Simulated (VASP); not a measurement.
Crystal: Si.

```
Si
1.0
     2.62054    0.00000    0.00000
    -1.31027    2.26946    0.00000
     0.00000    0.00000    2.46635
Si
1
Direct
  0.00000 0.00000 0.00000
```

This isn't the form of Si at room conditions, which is diamond.

* Program: VASP 6.6.1
* Task: relaxation of cell and atoms
* Functional: PBEsol
* Dispersion: D4
* Potentials or basis: VASP PAW PBE potentials, release 64 (Si)
* Cutoff: 600 eV
* k mesh: 12 × 12 × 11
* Occupations: fermi-dirac, width 0.05 eV
* Spin: no spin polarisation

At the start: pressure -1.9 GPa; volume 14.67 Å³/atom.

Task: Where does the relaxation end?

Result: Over 3 steps the energy falls by 3.4 meV/atom and the volume is 14.42 Å³/atom (-1.7 %); space group P6/mmm (No. 191, to 0.05 Å).

The path:
```
step  energy change (eV)  largest force (eV/Å)  pressure (GPa)  volume (Å³)
   1              0.0000                0.0000           -1.92        14.67
   2             -0.0025                0.0000            1.04        14.30
   3             -0.0034                0.0000            0.00        14.42
```

Final structure:
```
CELL_PARAMETERS angstrom
2.59424 0.00000 0.00000
-1.29712 2.24668 0.00000
0.00000 0.00000 2.47413
ATOMIC_POSITIONS crystal
Si 0.00000 0.00000 0.00000
```

Caveat: the PAW data sets were made with another functional, which shifts forces and pressure a little; pairwise dispersion overbinds metals, which lowers pressure and volume.
